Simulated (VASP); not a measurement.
Wanted: the native input for a VASP 6.6.1 run.

```yaml
Task: relaxation of cell and atoms
Functional: PBE
Potentials_or_basis: VASP PAW PBE potentials, release 64 (Ca_sv, Se)
Cutoff: 600 eV
k_mesh: 8 × 8 × 8
Occupations: gaussian, width 0.03 eV
Spin: no spin polarisation
Further_INCAR_settings: ALGO = Normal; EDIFF = 1e-07; IBRION = 2; EDIFFG = -0.005; NSW = 90; ISIF = 3
```

The structure of CaSe lies in POSCAR:

```
CaSe                                    
1.0
    0.0000000000      2.9826944822      2.9826944822
    2.9826944822      0.0000000000      2.9826944822
    2.9826944822      2.9826944822      0.0000000000
  Ca              Se            
     1     1
Direct
     0.0000000000000000    0.0000000000000000    0.0000000000000000
     0.5000000000000000    0.5000000000000000    0.5000000000000000
```

One way to write it, as run:

INCAR

```
  ALGO = Normal
  EDIFF = 1E-7
  EDIFFG = -0.005
  ENCUT = 600
  GGA = PE
  IBRION = 2
  ISIF = 3
  ISMEAR = 0
  LASPH = True
  LCHARG = False
  LREAL = False
  LWAVE = False
  NELM = 80
  NSW = 90
  PREC = Accurate
  SIGMA = 0.03
```

KPOINTS

```
k-points
0
Gamma
  8 8 8
```

Potentials or basis: VASP PAW PBE potentials, release 64 (Ca_sv, Se).

Run with:

```sh
$ cat potpaw_PBE.64/Ca_sv/POTCAR potpaw_PBE.64/Se/POTCAR > POTCAR
$ mpirun -np 1 vasp_std > vasp.out
```

Results of the run:

```yaml
Pressure_after_relaxing: 0.0 GPa
Band_gap_on_the_k_mesh: 2.08 eV, indirect (least direct gap 2.99 eV)
```

Caveat: the relaxation stopped at its first step, so nothing moved.

Wall time 27 s on 1 thread of Intel(R) Xeon(R) Platinum 8488C (Sapphire Rapids), on a shared host, peak memory 0.2 GiB.
